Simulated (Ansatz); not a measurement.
# Y2CS2 MXene monolayer in a perpendicular field, part 2 of 2

What dipole does a perpendicular field induce in the Y2CS2 MXene monolayer? A positive field points along +c.

Ansatz 0.2.0; plane-wave DFT, PBE-D3(BJ), Ansatz PAW (set soft_1); PAW set soft_1.

So far. Step 2 (Relaxing the slab): The lattice constant a goes from 3.478 to 3.806 Å.

## 3. Single point, field 0

A sawtooth potential applies the field, turning back in the middle of the vacuum. With the dipole correction the typed value is the field outside the slab. The induced dipole is small, so the SCF threshold is tight.

The cell differs from the one that the last finished run ended in (c 44.032 → 23.783 Å).

Input file input.yaml:

```yaml
crystal:
  lattice:
    - [3.8060225465, 0.0, 0.0]
    - [-1.9030112732, 3.2961122126, 0.0]
    - [0.0, 0.0, 23.7827627419]
  atoms:
    - { symbol: S, position: [0.3333333333, 0.6666666667, 0.3784253368] }
    - { symbol: "Y", position: [0.6666666667, 0.3333333333, 0.4388204129] }
    - { symbol: C, position: [0.0, 0.0, 0.5] }
    - { symbol: "Y", position: [0.3333333333, 0.6666666667, 0.5611795871] }
    - { symbol: S, position: [0.6666666667, 0.3333333333, 0.6215746632] }
kpoints:
  mp_grid: { grid: [18, 18, 1] }
  band_path:
    path: [[0, 0, 0], [0.5, 0, 0], [0.33333333, 0.33333333, 0], [0, 0, 0]]
    npoints: 16
hamiltonian:
  xc: pbe
  dispersion: d3bj
  pseudopotentials: { kind: paw, azcp: { folder: soft_1 } }
scf:
  occupations: { method: fermi_dirac, width: 0.02585 }
  convergence: { dr2_threshold: 1.0e-10 }
efield:
  axis: 3
  dipole_correction: true
  ramp_position: 0.97
  ramp_width: 0.06
  amplitude: 0
output:
  dos: { projected: true, e_range: [-6, 5] }
  write_potential: true
  write_density: true
  volumetric_format: npy
  elf: true
```

The run is started by

```console
$ ansatz run input.yaml --threads 2 --pin off --max-ram 3072MiB --backend cpu --events-out ev --progress --plain --runs-dir out
```

Numbers of over 12 decimals in the logs are rounded to 6 here.

The log of the run:

```text
[...]
Crystal: 5 atoms, lattice volume = 298.357 Å³
Basis set: ecut = 420 eV, 5875 PW (Γ)
Bands: 24, of which v1, the nominal top of the filled ones, is band 19 counted from 1 (18 counted from 0)
Symmetry: 6 space group operations
k-points: 37 of 324 (time reversal used)
[...]
SCF iter   1: F=—  HF=-9759.129671 eV  |F-HF|=—  |Δ(HF+E_count)|=         —  Δρ=3.82e-2  dr2=1.14e1  ethr=3.10e-3  p=0.000 e·Å  D=1.67e-15 V/Å  ΔV_dip=-0.00 eV  dr2_dipole=1.54e-6  V_vac-E_F(+/−)=9.18/9.18 eV  ⟨swp⟩=9.4  Hψ=5347  notcnv=0
efield: sawtooth ramp at fractional position 0.9700 (set: `efield.ramp_position`, or a place that a band, a saddle search or an elastic batch's reference lends), width 0.0600; the density the first Hamiltonian is built on has a dipole p = 0.000 e·Å; the dipole correction subtracts the counter field D = 1.67e-15 V/Å, which shifts the + side's vacuum level by -0.00 eV against the − side's; the planar-averaged density in the ramp window peaks in size at 3.1e-7 e/Å³
[...]
SCF iter   2: F=—  HF=-9757.708445 eV  |F-HF|=—  |Δ(HF+E_count)|=    1.42e0  Δρ=1.94e-2  dr2=3.21e0  ethr=3.10e-3  p=-0.000 e·Å  D=-4.11e-5 V/Å  ΔV_dip=0.00 eV  dr2_dipole=1.05e-6  V_vac-E_F(+/−)=7.60/7.60 eV  ⟨swp⟩=4.0  Hψ=2587  notcnv=0
[...]
SCF iter  12: F=-9757.381267 eV  HF=-9757.381267 eV  |F-HF|=2.00e-11  |Δ(HF+E_count)|=  1.15e-10  Δρ=5.47e-8  dr2=3.39e-11  ethr=1.00e-12  p=-0.000 e·Å  D=-1.38e-7 V/Å  ΔV_dip=0.00 eV  dr2_dipole=8.14e-12  V_vac-E_F(+/−)=6.72/6.72 eV  ⟨swp⟩=2.0  Hψ=1732  notcnv=0
SCF 1 converged in 12 iterations: F = -9757.381267 eV  dr2 = 3.39e-11
[...]
NSCF: frozen V_eff on 49 k-points
efield: sawtooth ramp at fractional position 0.9700 (kept from the solve that this one continues, or follows in the run), width 0.0600; the density the first Hamiltonian is built on has a dipole p = -0.000 e·Å; the dipole correction subtracts the counter field D = -1.38e-7 V/Å, which shifts the + side's vacuum level by +0.00 eV against the − side's; the planar-averaged density in the ramp window peaks in size at 2.9e-7 e/Å³
WARN: The output density's exchange-correlation potential varies sharply where the density is thin. Do not read a vacuum level from v_tot or v_xc, or from such a field of the output density. On a cell that repeats whose density bears no net charge and no dipole along the vacuum's axis use v_es (v_loc + v_h of the components); under efield.dipole_correction with no amplitude use v_es + v_field, which holds any externa [...]
SCF converged after 12 iterations
Free energy (F): -9757.381267 eV
[...]
Internal energy: -9757.366619 eV  (E = F + TS)
E sigma→0 (E₀):  -9757.373943 eV
Entropy (-TS):   -0.014647 eV (-2.929 meV/atom)
Fermi energy:    -1.789502 eV
Dipole field:    D = 0.000003 V/Å  (p = 0.000005 e·Å, saw-weighted, corrected)
Work function:   Φ+ = 6.7216 eV   Φ− = 6.7217 eV
Levels:          The Fermi level and band energies are counted from a zero that moves with the ramp; work functions are not
[...]
--- Band table (eV; the first three rows and the last of 37) ---
  k-point 0: bands = [... 15 lower, -2.6826, -2.6826, -1.3425, -1.0254, -1.0254, 1.6012, 1.6012, 2.0703, ... 1 higher]
  k-point 1: bands = [... 15 lower, -2.8006, -2.6826, -1.2837, -1.1900, -1.0869, 1.5755, 1.6857, 2.0771, ... 1 higher]
  k-point 2: bands = [... 15 lower, -2.9144, -2.6844, -1.5902, -1.2395, -1.1989, 1.4210, 1.9016, 2.1693, ... 1 higher]
  k-point 36: bands = [... 15 lower, -2.9748, -2.9747, -2.4011, -2.4011, -2.3579, 2.3663, 2.3663, 2.5334, ... 1 higher]
```

It took 30 s on 2 threads of Arm Neoverse V1, shared host; peak memory 0.64 GiB.

In the SCF lines HF is the Harris–Foulkes energy and dr2 the Hartree energy of the density residual, in eV; the loop may stop once dr2 is under the threshold and the program's other checks hold. Hψ counts applications of the Hamiltonian.

This step gave:

| Item | Value |
| --- | --- |
| energy at zero smearing | -9757.3739 eV |
| work function, upper face | 6.722 eV |
| dipole along the normal | 4.95e-6 e·Å |

Running mean over a fixed 2.5 Å (it still follows the layers) of the planar mean; the ramp of the sawtooth is left out. Electron's electrostatic potential energy less the Fermi level against z:

z (Å), electron's electrostatic potential energy less the Fermi level (eV) and a bar from the least value:
```
      3.0       6.72 ##############################
      3.5       6.72 ##############################
      4.0       6.72 ##############################
      4.5       6.72 ##############################
      5.0       6.72 ##############################
      5.5       6.72 ##############################
      6.0       6.70 ##############################
      6.5       6.63 ##############################
      7.0       6.26 #############################
      7.5       4.87 ##########################
      8.0       2.74 #####################
      8.5       0.44 ################
      9.0      -2.36 #########
      9.5      -5.26 ##
     10.0      -6.35 
     10.5      -6.08 #
     11.0      -5.75 #
     11.5      -4.87 ###
     12.0      -4.56 ####
     12.5      -5.27 ##
     13.0      -5.92 #
     13.5      -6.22 
     14.0      -6.18 
     14.5      -4.09 #####
     15.0      -1.05 ############
     15.5       1.45 ##################
     16.0       3.71 #######################
     16.5       5.64 ############################
     17.0       6.49 #############################
     17.5       6.67 ##############################
     18.0       6.71 ##############################
     18.5       6.72 ##############################
     19.0       6.72 ##############################
     19.5       6.72 ##############################
     20.0       6.72 ##############################
     20.5       6.72 ##############################
```

The density of states has structure finer than the step of the table below, so its rows give means over 0.25 eV, whole bins alone (the curve runs from -6 to 1.99 eV). Peaks (eV: height): -2.280: 13.3, -2.030: 9.96, -1.890: 12.8, -1.310: 15.7, -1.230: 26.0, -0.930: 15.1, -0.730: 12.7.

Density of states against energy, zero at the Fermi level; means over each step:

```tsv
energy (eV)	density of states (states/eV a cell)
-3.25	0
-3.00	1.04
-2.75	1.91
-2.50	3.21
-2.25	6.34
-2.00	5.17
-1.75	5.57
-1.50	4.98
-1.25	13.6
-1.00	6.58
-0.75	3.98
-0.50	4.96
-0.25	4.83
0.00	5.69
0.25	2.36
0.50	2.34
0.75	0.271
1.00	0
```

Projected DOS per atom over height of the atomic layer and energy from the Fermi level. Layers: S Y C Y S from below.

Ten even steps from '0' (0.00 states/eV) to '9' (3.46 states/eV), each cell a mean:
```
00000
00000
00000
00100
10201
20702
21612
11511
92129
62226
52225
41114
21112
00000
00000
00000
00000
00000
00000
00000
00000
00000
```
Columns: height of the atomic layer (Å) from 9 to 14.8; rows upwards: energy from the Fermi level (eV) from -5.96 to 1.96.

The electronic bands at the labelled points (eV, zero at the Fermi level):

```tsv
point	band 15	band 16	band 17	band 18	band 19	band 20	band 21	band 22
Γ	-1.49	-0.89	-0.89	0.45	0.76	0.76	3.39	3.39
halfway	-1.49	-1.27	-0.93	-0.39	0.15	0.34	2.61	4.31
M	-1.31	-1.30	-0.98	-0.90	0.02	0.07	2.07	4.21
halfway	-1.33	-1.23	-1.19	-0.75	-0.61	-0.13	2.86	4.67
K	-2.02	-1.19	-1.19	-0.61	-0.61	-0.57	4.16	4.16
halfway	-1.77	-1.19	-0.98	-0.33	-0.31	0.20	3.32	3.43
Γ	-1.49	-0.89	-0.89	0.45	0.76	0.76	3.39	3.39
```

Electrostatic potential energy in the ca plane at fractional y = 0.333, with atoms of Y and S within 0.2 Å of it. With pseudopotentials it is smooth inside the atoms' cores, unlike the true potential.

Ten even steps from '0' (-44 eV) to '9' (5 eV), each cell a mean:
```
99999999999999999999987655789988888878999999
99999999999999999999985100478999987313799999
99999999999999999999872000168999984010489999
99999999999999999999871000168999984010389999
99999999999999999999874000378999986202699999
99999999999999999999987545789998888767899999
99999999999999999999988888899988788899999999
99999999999999999999889999999887778899999999
99999999999999999999889999999887678899999999
99999999999999999999988888899988778899999999
```
Columns run along c (16.0 Å, from fractional 0.07 to 0.75 of the cell; values clipped at the 3rd and 97th percentile), rows up along a (3.8 Å). Atoms in or near the plane, at fractional coordinates: Y at (0.44, 0.67), S at (0.62, 0.67).

Valence density in the ca plane at fractional y = 0.333, with atoms of Y and S within 0.2 Å of it. It is the smooth field of the valence electrons, not physical close to the nuclei.

Ten steps, logarithmic in the rise over the least value, from '0' (0.0 e/Å³) to '9' (3.4 e/Å³), each cell a mean:
```
00000000000001223445664333333455654310000000
00000000000000122368997432223467776421000000
00000000000000012479998632223567677531000000
00000000000000012479999632223577567531000000
00000000000000112368997532223467776421000000
00000000000001123346665333323456665310000000
00000000000001234444333344334444443110000000
00000000000001345543333444445433221100000000
00000000000001345543333444445432221100000000
00000000000001234443333444334444432100000000
```
Columns run along c (16.0 Å, from fractional 0.13 to 0.81 of the cell), rows up along a (3.8 Å). Atoms in or near the plane, at fractional coordinates: Y at (0.44, 0.67), S at (0.62, 0.67).

ELF in the ca plane at fractional y = 0.333, with atoms of Y and S within 0.2 Å of it. It is the smooth field of the valence electrons, not physical close to the nuclei.

Ten even steps from '0' (0.00) to '9' (0.87), each cell a mean:
```
00000000000002355313542134201268999752100000
00000000000000111148997212113699899974200000
00000000000000000189789401125885139985200000
00000000000000000289679401125884039985210000
00000000000000111159998211113798789975200000
00000000000001344224663133201369999853100000
00000000000013678741111465211125776420000000
00000000000125789874214786212201111000000000
00000000000135789875214786212200110000000000
00000000000024678752102565211114665310000000
```
Columns run along c (16.0 Å, from fractional 0.13 to 0.81 of the cell), rows up along a (3.8 Å). Atoms in or near the plane, at fractional coordinates: Y at (0.44, 0.67), S at (0.62, 0.67).

The work function of the upper face is 6.72 eV.

## 4. Single point, field 0.1 V/Å

input.yaml: that of step 3 with these lines changed.

```diff
@@ -26,7 +26,6 @@
   dipole_correction: true
-  ramp_position: 0.97
-  ramp_width: 0.06
-  amplitude: 0
+  ramp_position: 0.9474
+  ramp_width: 0.1051
+  amplitude: 0.1
 output:
-  dos: { projected: true, e_range: [-6, 5] }
   write_potential: true
@@ -34,2 +33 @@
   volumetric_format: npy
-  elf: true
```

The log of the run:

```text
[...]
Crystal: 5 atoms, lattice volume = 298.357 Å³
Basis set: ecut = 420 eV, 5875 PW (Γ)
Bands: 24, of which v1, the nominal top of the filled ones, is band 19 counted from 1 (18 counted from 0)
Symmetry: 6 space group operations
k-points: 37 of 324 (time reversal used)
[...]
k-point 0: bands = [... 15 lower, -2.6828, -2.6828, -1.3427, -1.0256, -1.0256, 1.6010, 1.6010, 2.0700, ... 1 higher]
  k-point 1: bands = [... 15 lower, -2.8008, -2.6828, -1.2839, -1.1902, -1.0870, 1.5753, 1.6855, 2.0767, ... 1 higher]
  k-point 2: bands = [... 15 lower, -2.9146, -2.6846, -1.5904, -1.2397, -1.1991, 1.4207, 1.9014, 2.1690, ... 1 higher]
  k-point 36: bands = [... 15 lower, -2.9813, -2.9688, -2.4030, -2.3994, -2.3580, 2.3644, 2.3678, 2.5332, ... 1 higher]
[key lines of the parts left out:]
SCF converged after 13 iterations
Free energy (F): -9757.383903 eV
Fermi energy:    -1.789670 eV
Dipole field:    D = 0.031983 V/Å  (p = 0.052734 e·Å, saw-weighted, corrected)
```

Wall time 30 s (2 threads); peak memory 0.62 GiB.

The dipole is 0.0527 e·Å.

## 5. Atoms held, field -0.1 V/Å

input.yaml: that of step 4 with these lines changed.

```diff
@@ -28,3 +28,3 @@
   ramp_width: 0.1051
-  amplitude: 0.1
+  amplitude: -0.1
 output:
```

The log of the run:

```text
[...]
Crystal: 5 atoms, lattice volume = 298.357 Å³
Basis set: ecut = 420 eV, 5875 PW (Γ)
Bands: 24, of which v1, the nominal top of the filled ones, is band 19 counted from 1 (18 counted from 0)
Symmetry: 6 space group operations
k-points: 37 of 324 (time reversal used)
[...]
k-point 0: bands = [... 15 lower, -2.6829, -2.6829, -1.3429, -1.0258, -1.0258, 1.6008, 1.6008, 2.0698, ... 1 higher]
  k-point 1: bands = [... 15 lower, -2.8010, -2.6829, -1.2840, -1.1904, -1.0872, 1.5751, 1.6853, 2.0766, ... 1 higher]
  k-point 2: bands = [... 15 lower, -2.9147, -2.6848, -1.5905, -1.2399, -1.1993, 1.4205, 1.9012, 2.1688, ... 1 higher]
  k-point 36: bands = [... 15 lower, -2.9815, -2.9689, -2.4031, -2.3996, -2.3582, 2.3642, 2.3676, 2.5330, ... 1 higher]
[key lines of the parts left out:]
SCF converged after 13 iterations
Free energy (F): -9757.383903 eV
Fermi energy:    -1.789832 eV
Dipole field:    D = -0.031982 V/Å  (p = -0.052733 e·Å, saw-weighted, corrected)
```

The job ended after 30 s (2 threads; peak memory 0.62 GiB).

The dipole is -0.0527 e·Å.

## 6. Response, atoms held

This step: plane-wave DFT, PBE-D3(BJ), Ansatz PAW (set soft_1); response to a field along the normal, atoms held; PAW set soft_1 (Ansatz 0.2.0).

The dipoles give the slope, and the difference of two potentials shows where the field is screened.

This step gave:

| Quantity | Value |
| --- | --- |
| equivalent conductor thickness p/(ε₀AE) | 7.606 Å |
| distance between the outer atoms | 5.783 Å |

Dipole of the cell against applied field:

```tsv
applied field (V/Å)	dipole of the cell (e·Å)
-0.1000	-0.0527
0.0000	5.0e-6
0.1000	0.0527
```

Local field over the applied field, running mean. From the potentials at -0.1 and 0.1 V/Å; running mean over 2.5 Å. Local field over applied field against z:

```tsv
z (Å)	local field over applied field
4.5	0.999
5.0	0.998
5.5	0.994
6.0	0.979
6.5	0.940
7.0	0.849
7.5	0.698
8.0	0.520
8.5	0.337
9.0	0.172
9.5	0.0656
10.0	0.0290
10.5	0.0202
11.0	0.0230
11.5	0.0385
12.0	0.0443
12.5	0.0315
13.0	0.0198
13.5	0.0229
14.0	0.0386
14.5	0.103
15.0	0.239
15.5	0.416
16.0	0.599
16.5	0.770
17.0	0.896
17.5	0.962
18.0	0.987
18.5	0.996
19.0	0.999
19.5	1.000
```

The induced electron density oscillates, so the rows of the table below give means over windows of 1 Å about each position, cut where the curve ends. Its maxima inside the range that stand out by 2 % of the span (Å: e/Å³ per V/Å): 8.2: 0.00382, 9.4: 8.6e-4, 11.6: 4.3e-4, 13.2: 7.2e-4, 14.7: -6.9e-4. Its minima: 9.1: 6.9e-4, 10.6: -7.2e-4, 12.2: -4.3e-4, 14.4: -8.6e-4, 15.6: -0.00382.

Electrons, planar mean, per unit field. Table of induced electron density by z; means over each step:

```tsv
z (Å)	induced electron density (e/Å³ per V/Å)
5	9.1e-6
6	1.1e-4
7	9.4e-4
8	0.00320
9	0.00121
10	-1.6e-5
11	-1.6e-4
12	-7.7e-5
13	3.8e-4
14	-3.1e-4
15	-0.00174
16	-0.00287
17	-6.0e-4
18	-6.6e-5
19	-5.3e-6
```

By hand: between -0.1 and 0.1 V/Å the dipole changes by 0.1055 e·Å, a slope of 0.5273 e·Å²/V. A perfect conductor of thickness t has p = ε₀AEt, so t = 180.95 × 0.5273 / 12.545 = 7.61 Å (e/ε₀ = 180.95 V·Å, A in Å²).

The induced dipole is that of a conductor 7.61 Å thick.

## 7. Summary of results

| Quantity | Value |
| --- | --- |
| gap without field | none |
| work function, upper face | 6.72 eV |
| equivalent conductor thickness, atoms held | 7.61 Å |

What this shows: The induced dipole equals that of a perfect conductor 7.61 Å thick, while the outer atoms lie 5.78 Å apart. There is no gap over 0.03 eV, with or without the field. The main runs have no spin polarisation; a magnetic state could lie lower and would change these results. Spin-orbit coupling is left out. The MXene's terminations sit over the metal atoms of its far layer; the site over carbon or nitrogen, which some compounds prefer, was not run.

[Logs are printed without paths, hosts, clocks, repeated set-up lines and the standing remarks that a program may print on its own settings, such as how far it seeks lower states.]

[Hosts, paths, dates, database ids (printed as entryN), source tags and the programs' standing remarks are cut or masked in the printed files.]

[Maps of the electrostatic potential energy from Ansatz leave out the sawtooth potential of an applied field or a dipole correction, so their vacuum need not be flat; planar profiles and work functions include it.]

[The density of states shown here was stored with 400 of the rows of the run's finer table, so its peaks can read low, often by over a quarter, or be missed, and its means over a window can be off by a tenth or more.]
